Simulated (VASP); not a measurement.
# AlN (P6_3/mmc) in VASP: single point with HSE06

Aim: the single point of AlN with HSE06.

All numbers are computed with VASP 6.6.1; they aren't measurements. Logs are shortened: lines on timing, memory, paths and dates and some standing lists are left out, and cuts for length are marked.

## Step 1: Starting point

The structure is hexagonal, space group P6_3/mmc (No. 194). Conventional cell: a = 3.301 Å, b = 3.301 Å, c = 4.138 Å, α = 90.00°, β = 90.00°, γ = 120.00°. Around Al (site symmetry -6m2) lie 5 N at 1.91 to 2.07 Å. N (site symmetry -6m2) has 5 Al at 1.91 to 2.07 Å as nearest neighbours.

Measurements of this composition are mostly on another form, of space group No. 186.

## Step 2: Single point, HSE06

POSCAR

```
AlN
1.0
    3.3007800000      0.0000000000      0.0000000000
   -1.6503900000      2.8585600000      0.0000000000
    0.0000000000      0.0000000000      4.1384300000
Al N
2 2
Direct
    0.3333300000      0.6666700000      0.7500000000
    0.6666700000      0.3333300000      0.2500000000
    0.3333300000      0.6666700000      0.2500000000
    0.6666700000      0.3333300000      0.7500000000
```

INCAR.step1

```
  PREC = Accurate
  ENCUT = 520
  EDIFF = 1E-5
  ISMEAR = 0
  SIGMA = 0.02
  LREAL = F
  LASPH = T
  NELM = 80
  ALGO = Normal
  ISIF = 2
  LWAVE = T
  NBANDS = 16
  GGA = PE
```

INCAR.step2

```
  PREC = Accurate
  ENCUT = 520
  EDIFF = 1E-7
  ISMEAR = 0
  SIGMA = 0.02
  LREAL = F
  LASPH = T
  NELM = 80
  ALGO = Normal
  ISIF = 2
  LWAVE = F
  LCHARG = T
  GGA = PE
  LHFCALC = T
  HFSCREEN = 0.2
  PRECFOCK = Fast
  LELF = T
  LVHAR = T
  NBANDS = 16
  ISTART = 1
```

KPOINTS

```
regular mesh
0
Gamma
  6 6 4
```

Potentials or basis: VASP PAW PBE potentials, release 64 (Al, N).

Command:

```console
$ cat potpaw_PBE.64/Al/POTCAR potpaw_PBE.64/N/POTCAR > POTCAR
$ cp INCAR.step1 INCAR
$ mpirun -np 1 vasp_std > vasp.out
$ cp INCAR.step2 INCAR
$ mpirun -np 1 vasp_std > vasp.out
```

OUTCAR:

```text
PREC = Accurate
   ENCUT = 520
   EDIFF = 1E-7
   ISMEAR = 0
   LREAL = F
   LASPH = T
   NELM = 80
   ISIF = 2
   GGA = PE
   LHFCALC = T
   HFSCREEN = 0.2
   PRECFOCK = Fast
   ISTART = 1

 ion  position               nearest neighbor table
   1  0.333  0.667  0.750-   4 1.91   4 1.91   4 1.91   3 2.07   3 2.07   2 2.81   2 2.81   2 2.81
                             2 2.81   2 2.81   2 2.81
   2  0.667  0.333  0.250-   3 1.91   3 1.91   3 1.91   4 2.07   4 2.07   1 2.81   1 2.81   1 2.81
                             1 2.81   1 2.81   1 2.81
   3  0.333  0.667  0.250-   2 1.91   2 1.91   2 1.91   1 2.07   1 2.07
   4  0.667  0.333  0.750-   1 1.91   1 1.91   1 1.91   2 2.07   2 2.07

  LATTYP: Found a hexagonal cell.
 ALAT       =     3.3007800000
 C/A-ratio  =     1.2537733505

  Lattice vectors:

 A1 = (   3.3007800000,   0.0000000000,   0.0000000000)
 A2 = (  -1.6503900000,   2.8585600000,   0.0000000000)
 A3 = (   0.0000000000,   0.0000000000,   4.1384300000)

Analysis of symmetry for initial positions (statically):
=====================================================================
 Subroutine PRICEL returns:
 Original cell was already a primitive cell.

 Routine SETGRP: Setting up the symmetry group for a
 hexagonal supercell.

 Subroutine GETGRP returns: Found  8 space group operations
 (whereof  4 operations were pure point group operations)
 out of a pool of 24 trial point group operations.

The static configuration has the point symmetry C_2h.
 The point group associated with its full space group is D_2h.

Analysis of symmetry for dynamics (positions and initial velocities):
=====================================================================
 Subroutine PRICEL returns:
 Original cell was already a primitive cell.

 Routine SETGRP: Setting up the symmetry group for a
 hexagonal supercell.

 Subroutine GETGRP returns: Found  8 space group operations
 (whereof  4 operations were pure point group operations)
 out of a pool of 24 trial point group operations.

The dynamic configuration has the point symmetry C_2h.
 The point group associated with its full space group is D_2h.

 Subroutine INISYM returns: Found  8 space group operations
 (whereof  4 operations are pure point group operations),
 and found     1 'primitive' translations

----------------------------------------------------------------------------------------

                                     Primitive cell

  volume of cell :      39.0481

  direct lattice vectors                    reciprocal lattice vectors
     3.300780000  0.000000000  0.000000000     0.302958695  0.174913243  0.000000000
    -1.650390000  2.858560000  0.000000000     0.000000000  0.349826486  0.000000000
     0.000000000  0.000000000  4.138430000     0.000000000  0.000000000  0.241637529

  length of vectors
     3.300780000  3.300780578  4.138430000     0.349826547  0.349826486  0.241637529

  position of ions in fractional coordinates (direct lattice)
     0.333330000  0.666670000  0.750000000
     0.666670000  0.333330000  0.250000000
     0.333330000  0.666670000  0.250000000
     0.666670000  0.333330000  0.750000000

  ion indices of the primitive-cell ions
   primitive index   ion index
                 1           1
                 2           2
                 3           3
                 4           4

----------------------------------------------------------------------------------------

 KPOINTS: regular mesh

Automatic generation of k-mesh.
 Grid dimensions read from file:
 generate k-points for:    6    6    4

 Generating k-lattice:

  Cartesian coordinates                     Fractional coordinates (reciprocal lattice)
     0.050493116  0.029152207  0.000000000     0.166666667  0.000000000  0.000000000
     0.000000000  0.058304414  0.000000000     0.000000000  0.166666667  0.000000000
     0.000000000  0.000000000  0.060409382     0.000000000  0.000000000  0.250000000

  Length of vectors
     0.058304425  0.058304414  0.060409382

  Shift w.r.t. Gamma in fractional coordinates (k-lattice)
     0.000000000  0.000000000  0.000000000

 Subroutine IBZKPT returns following result:
 ===========================================

 Found     39 irreducible k-points:

 Following reciprocal coordinates:
            Coordinates               Weight
  0.000000  0.000000  0.000000      1.000000
  0.166667  0.000000  0.000000      4.000000
 -0.166667  0.166667  0.000000      2.000000
  0.333333  0.000000  0.000000      4.000000
 -0.333333  0.333333  0.000000      2.000000
  0.500000  0.000000  0.000000      2.000000
[... 16 lines left out ...]
  0.333333  0.166667  0.250000      8.000000
 -0.166667  0.500000  0.250000      8.000000
 [... further k-points ...]
   k-points           NKPTS =     39   k-points in BZ     NKDIM =    144   number of bands    NBANDS=     16
   number of dos      NEDOS =    301   number of ions     NIONS =      4
   total plane-waves  NPLWV =  25088
   dimension x,y,z NGX =    28 NGY =   28 NGZ =   32
   dimension x,y,z NGXF=    56 NGYF=   56 NGZF=   64
   ions per type =               2   2
   NGX,Y,Z   is equivalent  to a cutoff of  14.10, 14.10, 12.85 a.u.
   NGXF,Y,Z  is equivalent  to a cutoff of  28.20, 28.20, 25.71 a.u.
 SYSTEM =  unknown system
   PREC   = accura    normal or accurate (medium, high low for compatibility)
   ISTART =      1    job   : 0-new  1-cont  2-samecut
   ICHARG =      0    charge: 1-file 2-atom 10-const
   ISPIN  =      1    spin polarized calculation?
   LNONCOLLINEAR =      F non collinear calculations
   LSORBIT =      F    spin-orbit coupling
   LASPH  =      T    aspherical Exc in radial PAW
   ENCUT  =  520.0 eV  38.22 Ry    6.18 a.u.   6.14  6.14  7.69*2*pi/ulx,y,z
   NELM   =     80;   NELMIN=  2; NELMDL=  0     # of ELM steps
   EDIFF  = 0.1E-06   stopping-criterion for ELM
   LREAL  =      F    real-space projection
   EDIFFG = 0.1E-05   stopping-criterion for IOM
   NSW    =      0    number of steps for IOM
   IBRION =     -1    ionic relax: 0-MD 1-quasi-New 2-CG
   NFREE  =      0    steps in history (QN), initial steepest desc. (CG)
   ISIF   =      2    stress and relaxation
   ISYM   =      3    0-nonsym 1-usesym 2-fastsym
   POTIM  = 0.5000    time-step for ionic-motion
   TEBEG  =    0.0;   TEEND  =   0.0 temperature during run
   PSTRESS=    0.0 pullay stress
   NELECT =      16.0000    total number of electrons
   NUPDOWN=      -1.0000    fix difference up-down
   EMIN   =  10.00;   EMAX   =-10.00  energy-range for DOS
   EFERMI =   0.00;   METHOD = LEGACY
   ISMEAR =     0;   SIGMA  =   0.02  broadening in eV -4-tet -1-fermi 0-gaus
   EFERMI_NEDOS =   21; number of points for ismear=-14 and -15
   IALGO  =     38    algorithm
   IMIX   =      1    mixing-type and parameters
     AMIX     =   0.40;   BMIX     =  1.00
     AMIX_MAG =   1.60;   BMIX_MAG =  1.00
  volume/ion in A,a.u.               =       9.76        65.88
  Fermi-wavevector in a.u.,A,eV,Ry     =   1.215948  2.297808 20.116614  1.478529
  Thomas-Fermi vector in A             =   2.351318
   LORBIT       =      0    0 simple, 1 ext, 2 COOP (PROOUT), +10 PAW based schemes
   GGA     = PE    functional components
   LHFCALC =     T    Hartree Fock is set to
   PRECFOCK=fast      Normal, Fast or Accurate (Low or Medium for compatibility)
   ENCUT4O =  -1.0   cutoff for four orbital integrals eV
   NKREDX  =     1    reduce k-point grid by
   NKREDY  =     1    reduce k-point grid by
   NKREDZ  =     1    reduce k-point grid by
   AEXX    =    0.2500 exact exchange contribution
   HFSCREEN=    0.2000 screening length (either q_TF or 0.3 A-1)
   HFSCREENC=   0.2000 screening length for correlation (either q_TF or 0.3 A-1)
   ENCUTFOCK=  -1.0 apply spherical cutoff to Coloumb kernel
   IVDW    =     0    specifies the selected vdW correction
   LEPSILON=     F    determine dielectric tensor
   LRPA    =     F    only Hartree local field effects (RPA)
 non-spin polarized calculation
 Gauss-broadening in eV      SIGMA  =   0.02
  energy-cutoff  :      520.00
  volume of cell :       39.05
 maximum number of plane-waves:      1072
 NGX is ok and might be reduce to    28
  NGX = 14; NGY = 14; NGZ = 18

 number of electron      16.0000001 magnetization

 Free energy of the ion-electron system (eV)
  ---------------------------------------------------
  ext. energy  EPLUGINS =         0.00000000
  ---------------------------------------------------
  free energy    TOTEN  =       -34.50455627 eV

  energy without entropy =      -34.50455627  energy(sigma->0) =      -34.50455627

 E-fermi :   7.4470     XC(G=0):  -9.2383

 val. band max:        7.2799440483   @ k =   0.0000   0.0000   0.0000
 cond. band min:      12.0079102110   @ k =   0.0000   0.0000   0.0000
 fundamental gap:      4.7279661627
 Fermi energy:         7.4470264012

 k-point     1 :       0.0000    0.0000    0.0000
  band No.  band energies     occupation
      1     -11.2486      2.00000
      2      -7.2445      2.00000
      3      -0.2485      2.00000
      4       3.6982      2.00000
      5       3.6985      2.00000
      6       5.5812      2.00000
[... 8 lines left out ...]
     15      20.9365      0.00000
     16      20.9368      0.00000

 k-point     2 :       0.1667    0.0000    0.0000
  band No.  band energies     occupation
      1     -10.9106      2.00000
      2      -7.2562      2.00000
      3       0.1217      2.00000
      4       2.6248      2.00000
      5       3.2613      2.00000
      6       4.6088      2.00000
[... 8 lines left out ...]
     15      19.8052      0.00000
     16      21.2514      0.00000

 k-point     3 :      -0.1667    0.1667    0.0000
  band No.  band energies     occupation
      1     -10.9106      2.00000
      2      -7.2562      2.00000
      3       0.1217      2.00000
      4       2.6249      2.00000
      5       3.2611      2.00000
      6       4.6089      2.00000
[... 8 lines left out ...]
     15      19.8051      0.00000
     16      21.2517      0.00000
[... 362 lines left out ...]
 k-point    23 :       0.3333    0.1667    0.2500
  band No.  band energies     occupation
      1      -9.0434      2.00000
      2      -7.9841      2.00000
      3      -0.1891      2.00000
      4       0.8660      2.00000
      5       1.8548      2.00000
      6       4.1603      2.00000
[... 8 lines left out ...]
     15      21.0696      0.00000
     16      22.7534      0.00000

 k-point    24 :      -0.1667    0.5000    0.2500
  band No.  band energies     occupation
      1      -9.0434      2.00000
      2      -7.9841      2.00000
      3      -0.1891      2.00000
      4       0.8660      2.00000
      5       1.8548      2.00000
      6       4.1603      2.00000
[... 8 lines left out ...]
     15      21.0696      0.00000
     16      22.7535      0.00000

 [... further k-points ...]
[... 5 lines left out ...]
  --------------------------------------------------------------------------------------
  -------------------------------------------------------------------------------------
  Total       -0.6061254     -0.6057853     -0.2885304      0.0002947      0.0000000      0.0000000
  in kB      -24.8698709    -24.8559188    -11.8386623      0.0120929      0.0000000      0.0000000
  external PRESSURE =     -20.5214840 kB  Pullay stress =       0.0000000 kB

 VOLUME and BASIS-vectors are now :
 -----------------------------------------------------------------------------
  energy-cutoff  :      520.00
  volume of cell :       39.05
      direct lattice vectors                 reciprocal lattice vectors
     3.300780000  0.000000000  0.000000000     0.302958695  0.174913243  0.000000000
    -1.650390000  2.858560000  0.000000000     0.000000000  0.349826486  0.000000000
     0.000000000  0.000000000  4.138430000     0.000000000  0.000000000  0.241637529

 POSITION                                       TOTAL-FORCE (eV/Angst)
 -----------------------------------------------------------------------------------
     -0.00002      1.90572      3.10382         0.000489     -0.000282     -0.000000
      1.65041      0.95284      1.03461        -0.000489      0.000282      0.000000
     -0.00002      1.90572      1.03461         0.000524     -0.000302      0.000000
      1.65041      0.95284      3.10382        -0.000524      0.000302      0.000000
 -----------------------------------------------------------------------------------
    total drift:                               -0.000000      0.000000     -0.000000

  FREE ENERGIE OF THE ION-ELECTRON SYSTEM (eV)
  ---------------------------------------------------
  free  energy   TOTEN  =       -34.5045562683 eV

  energy  without entropy=      -34.5045562683  energy(sigma->0) =      -34.50455627
```

Wall time 12 min (1 thread of Intel Xeon Platinum 8559C (Emerald Rapids), shared host); peak memory 0.28 GiB.

Results:

| Item | Value |
| --- | --- |
| Free energy | -34.5046 eV |
| Pressure | -2.1 GPa |
| Band gap on the k mesh | 4.73 eV, direct |

Levels at points of the mesh, in eV from the valence-band top:
```tsv
k point	band 5	band 6	band 7	band 8	band 9	band 10	band 11	band 12
(0.00, 0.00, 0.00)	-3.58	-1.70	-1.70	0.00	4.73	5.92	9.84	9.84
(0.50, 0.00, 0.00)	-4.93	-4.60	-3.14	-1.51	5.22	8.69	8.88	10.77
(0.50, 0.50, 0.00)	-4.93	-4.60	-3.14	-1.51	5.22	8.69	8.88	10.77
(0.00, 0.00, 0.50)	-2.69	-2.69	-2.69	-2.69	7.21	7.21	9.98	9.98
(0.50, 0.00, 0.50)	-3.53	-3.53	-1.84	-1.84	6.51	6.51	11.13	11.13
(0.50, 0.50, 0.50)	-3.53	-3.53	-1.84	-1.84	6.51	6.51	11.13	11.13
```

Caveat: the PAW data sets were made with another functional, which shifts forces and pressure a little.
